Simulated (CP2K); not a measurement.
Crystal: TiO2.

```
Ti O
1.0
     6.43537    0.00000    0.00000
     5.33288    3.60199    0.00000
    -1.84389   -0.56437    6.32897
Ti O
4 8
Cartesian
  10.0583 3.0786 1.8329
  1.7749 0.5433 1.7959
  -0.1339 -0.0410 4.4961
  8.1494 2.4943 4.5330
  3.7183 1.1381 1.8569
  1.8977 0.5808 4.1297
  8.3701 2.5619 6.2992
  8.0267 2.4568 2.1993
  9.9199 3.0362 3.9874
  1.5543 0.4757 0.0298
  6.2061 1.8995 4.4721
  0.0045 0.0014 2.3416
```

The cell comes from a database or a generator and needn't be the stable form of this composition.

Base run:

- Program: CP2K 2026.2
- Functional: PBE
- Potentials or basis: POTENTIAL_UZH Ti GTH-PBE0-q12, O GTH-PBE0-q6; DZVP-MOLOPT-SR-GTH basis
- Density cutoff: 8163 eV
- k mesh: 6 × 6 × 4
- Occupations: fermi-dirac, width 0.05 eV
- Spin: no spin polarisation

Its results: band gap on the k mesh 2.69 eV, indirect (least direct gap 2.85 eV); pressure -1.3 GPa; largest force 0.096 eV/Å.

Problem. After a change of settings the same cell gave: band gap on the k mesh 2.63 eV, indirect (least direct gap 2.79 eV); pressure -3.2 GPa; largest force 0.276 eV/Å. Which change was it?
A. potentials or basis from POTENTIAL_UZH Ti GTH-PBE0-q12, O GTH-PBE0-q6; DZVP-MOLOPT-SR-GTH basis to GTH_POTENTIALS Ti GTH-PBE-q12, O GTH-PBE-q6; DZVP-MOLOPT-SR-GTH basis; potentials from Ti GTH-PBE0-q12 of POTENTIAL_UZH, O GTH-PBE0-q6 of POTENTIAL_UZH to Ti GTH-PBE-q12 of GTH_POTENTIALS, O GTH-PBE-q6 of GTH_POTENTIALS
B. potentials or basis from POTENTIAL_UZH Ti GTH-PBE0-q12, O GTH-PBE0-q6; DZVP-MOLOPT-SR-GTH basis to GTH_POTENTIALS Ti GTH-BLYP-q12, O GTH-BLYP-q6; DZVP-MOLOPT-SR-GTH basis; potentials from Ti GTH-PBE0-q12 of POTENTIAL_UZH, O GTH-PBE0-q6 of POTENTIAL_UZH to Ti GTH-BLYP-q12 of GTH_POTENTIALS, O GTH-BLYP-q6 of GTH_POTENTIALS
C. potentials or basis from POTENTIAL_UZH Ti GTH-PBE0-q12, O GTH-PBE0-q6; DZVP-MOLOPT-SR-GTH basis to POTENTIAL_UZH Ti GTH-SCAN-q12, O GTH-SCAN-q6; DZVP-MOLOPT-SR-GTH basis; potentials from Ti GTH-PBE0-q12 of POTENTIAL_UZH, O GTH-PBE0-q6 of POTENTIAL_UZH to Ti GTH-SCAN-q12 of POTENTIAL_UZH, O GTH-SCAN-q6 of POTENTIAL_UZH
D. potentials or basis from POTENTIAL_UZH Ti GTH-PBE0-q12, O GTH-PBE0-q6; DZVP-MOLOPT-SR-GTH basis to GTH_POTENTIALS Ti GTH-PADE-q12, O GTH-PADE-q6; DZVP-MOLOPT-SR-GTH basis; potentials from Ti GTH-PBE0-q12 of POTENTIAL_UZH, O GTH-PBE0-q6 of POTENTIAL_UZH to Ti GTH-PADE-q12 of GTH_POTENTIALS, O GTH-PADE-q6 of GTH_POTENTIALS

Solution. D.

Caveats: the basis of atomic orbitals isn't converged, which shifts pressures, moduli and gaps; the potentials were made for another functional, which shifts forces and pressure (some runs).
